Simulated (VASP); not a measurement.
Output of a VASP run:

File OSZICAR:
```
       N       E                     dE             d eps       ncg     rms          rms(c)
DAV:   1    -0.106537245904E+02   -0.10654E+02   -0.24877E+00   256   0.118E+01    0.215E+01
DAV:   2    -0.106722949646E+02   -0.18570E-01   -0.56432E-02   312   0.269E+00    0.146E+01
DAV:   3    -0.106713418322E+02    0.95313E-03   -0.16303E-03   368   0.326E-01    0.912E+00
DAV:   4    -0.106708306453E+02    0.51119E-03   -0.31358E-04   280   0.107E-01    0.544E+00
DAV:   5    -0.106706624484E+02    0.16820E-03   -0.11937E-04   304   0.654E-02    0.324E+00
DAV:   6    -0.106706110876E+02    0.51361E-04   -0.33955E-05   280   0.371E-02    0.192E+00
DAV:   7    -0.106705974080E+02    0.13680E-04   -0.94037E-06   304   0.211E-02    0.114E+00
DAV:   8    -0.106705955860E+02    0.18220E-05   -0.29702E-06   288   0.124E-02    0.676E-01
DAV:   9    -0.106705968999E+02   -0.13139E-05   -0.93999E-07   160   0.742E-03    0.402E-01
DAV:  10    -0.106705985958E+02   -0.16959E-05   -0.49611E-07   144   0.576E-03    0.238E-01
DAV:  11    -0.106705999451E+02   -0.13493E-05   -0.19466E-07   152   0.389E-03    0.140E-01
DAV:  12    -0.106706008686E+02   -0.92353E-06   -0.88847E-08   144   0.271E-03
   1 F= -.10670601E+02 E0= -.10670601E+02  d E =-.692892E-12
```

OUTCAR:
```
------------------------ aborting loop because EDIFF is reached ----------------------------------------
  FORCE on cell =-STRESS in cart. coord.  units (eV):
  Direction    XX          YY          ZZ          XY          YZ          ZX
  --------------------------------------------------------------------------------------
  Total       -0.2158048     -0.2158048     -0.2158048     -0.0000000     -0.0000000      0.0000000
  in kB       -5.8908528     -5.8908528     -5.8908528     -0.0000000     -0.0000000      0.0000000
  external PRESSURE =      -5.8908528 kB  Pullay stress =       0.0000000 kB
  volume of cell :       58.69
      direct lattice vectors                 reciprocal lattice vectors
     0.000000000  3.084521923  3.084521923    -0.162099675  0.162099675  0.162099675
     3.084521923  0.000000000  3.084521923     0.162099675 -0.162099675  0.162099675
     3.084521923  3.084521923  0.000000000     0.162099675  0.162099675 -0.162099675
 POSITION                                       TOTAL-FORCE (eV/Angst)
 -----------------------------------------------------------------------------------
      0.00000      0.00000      0.00000         0.000000      0.000000      0.000000
      1.54226      1.54226      1.54226        -0.000000     -0.000000     -0.000000
 -----------------------------------------------------------------------------------
    total drift:                               -0.000000     -0.000000     -0.000000
  FREE ENERGIE OF THE ION-ELECTRON SYSTEM (eV)
  ---------------------------------------------------
  free  energy   TOTEN  =       -10.6706008686 eV

  energy  without entropy=      -10.6706008686  energy(sigma->0) =      -10.67060087

  exchange ACFDT corr.  =         0.00000000  see jH, gK, PRB 81, 115126
```
(Selected blocks of OUTCAR.)

### POSCAR
```
AlSb
1
    0.0000000000     3.0845219230     3.0845219230
    3.0845219230     0.0000000000     3.0845219230
    3.0845219230     3.0845219230     0.0000000000
Al Sb
1 1
Direct
  0.0000000000   0.0000000000   0.0000000000
  0.2500000000   0.2500000000   0.2500000000
```

Task: Reconstruct the remaining input files.

Result: This is not unique; one that fits is the input of the run itself, PBE0 hybrid, plane waves, VASP's PBE PAW potentials (set 64).

KPOINTS:
```
Automatic mesh
0
Gamma
6 6 6
0 0 0
```

### INCAR
```
SYSTEM = AlSb
PREC = Accurate; ENCUT = 520; LREAL = .FALSE.
LASPH = .TRUE.; ISYM = 3
EDIFF = 1E-6; NELM = 60; ALGO = Normal
LMAXMIX = 4
ISMEAR = 0; SIGMA = 0.05
GGA = PE; LHFCALC = .TRUE.; AEXX = 0.25
HFRCUT = -1; PRECFOCK = Fast
ISIF = 2
LWAVE = .FALSE.; LCHARG = .FALSE.
```

POTCAR, in this order: Al Sb (PBE.64 set). Program: vasp_std. Read from the step before: WAVECAR.

The compound is AlSb in the zinc blende structure. This cell is one point of a volume scan, at 0.97 of the reference volume. The cell's shape comes from a PBE relaxation.
